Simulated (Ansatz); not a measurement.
MgSi:

```
Si Mg
1.0
     2.90839    0.00000    0.00000
     0.00000    2.90839    0.00000
     0.00000    0.00000    4.10343
Si Mg
1 1
Direct
  0.50000 0.50000 0.50000
  0.00000 0.00000 0.00000
```

The cell comes from a database or a generator and needn't be the stable form of this composition.

| Item | Value |
| --- | --- |
| Program | Ansatz 0.2.0 |
| Task | relaxation of cell and atoms |
| Functional | PBE0 |
| Potentials or basis | Ansatz PAW |
| Cutoff | 420 eV (not typed: the program's choice for these potentials) |
| k mesh | 5 × 5 × 4 |
| Occupations | fermi-dirac, width 0.05 eV |
| Spin | no spin polarisation |

At the start: volume 17.35 Å³/atom.

Task: How do energy, volume and symmetry change on relaxing?

Result: It ends after 4 steps and the volume is 17.11 Å³/atom (-1.4 %); space group P4/mmm (No. 123, to 0.05 Å).

Step by step:
| step | energy change (eV) | largest force (eV/Å) | volume (Å³) |
| --- | --- | --- | --- |
| 1 | 0.0000 | 0.0000 | 34.71 |
| 2 | -0.0300 | 0.0000 | 34.25 |
| 3 | -0.0301 | 0.0000 | 34.22 |
| 4 | -0.0301 | 0.0000 | 34.22 |

Final structure:
```
Si Mg
1.0
     2.83511    0.00000    0.00000
     0.00000    2.83511    0.00000
     0.00000    0.00000    4.25715
Si Mg
1 1
Direct
  0.50000 0.50000 0.50000
  0.00000 0.00000 0.00000
```

Caveat: the k mesh is coarse (spacing up to 0.43 Å⁻¹), so the values aren't converged, least of all with exact exchange; the plane-wave basis is chosen anew once the cell has moved, so the energies of steps on either side of that aren't comparable; the PAW data sets come from PBE, with cores solved anew for the run's functional, which leaves a small shift of forces and pressure.
